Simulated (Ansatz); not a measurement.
Bulk crystal (Ti₃Al) after relaxation:

```cif
data_structure
_symmetry_space_group_name_H-M 'P6_3/mmc'
_symmetry_Int_Tables_number 194
_cell_length_a 5.7469
_cell_length_b 5.7469
_cell_length_c 4.6311
_cell_angle_alpha 90.000
_cell_angle_beta 90.000
_cell_angle_gamma 120.000
_cell_volume 132.46
loop_
_atom_site_label
_atom_site_type_symbol
_atom_site_symmetry_multiplicity
_atom_site_Wyckoff_symbol
_atom_site_fract_x
_atom_site_fract_y
_atom_site_fract_z
_atom_site_occupancy
Ti1 Ti 6 h 0.82978 0.17022 0.25000 1
Al1 Al 2 c 0.33333 0.66667 0.25000 1
```

Miller indices refer to the conventional cell of P6_3/mmc (No. 194), a = 5.747 Å, b = 5.747 Å, c = 4.631 Å, α = 90.00°, β = 90.00°, γ = 120.00°.

Consider the (110) slab of 7 planes, 8.7 Å thick with 15 Å of vacuum as cut; outer planes Ti (top) and Ti (bottom), all atoms relaxed.

These are results of DFT r2SCAN, scalar-relativistic, plane waves, PAW in Ansatz 0.2.0, not measurements. Plane waves to 500 eV, a k mesh through Γ of 8×4×1 on the computed 28-atom cell and Gaussian smearing (0.10 eV); no spin polarisation. A dipole correction removes the field between periodic images along c.

The slab isn't stoichiometric (Ti11Al3), so its surface energy depends on the chemical potentials; it is given with the excess atoms taken from the element's standard state, a limit at which the compound may itself be unstable, so the figure can be too low.

(1) Estimate the surface energy with the excess atoms taken from the elements.

(2) Predict the work function.

(3) The top two planes lie 1.437 Å apart in the bulk. How does relaxation change this?

## Answers

(1) 2.28 J/m².

(2) 3.17 eV.

(3) The spacing becomes 1.353 Å (-5.9 %), and the top plane rumples by 0.015 Å.

Cost: 4 runs of about 110 core-minutes in all, on Intel Xeon Processor @ 2.70GHz (shared hosts).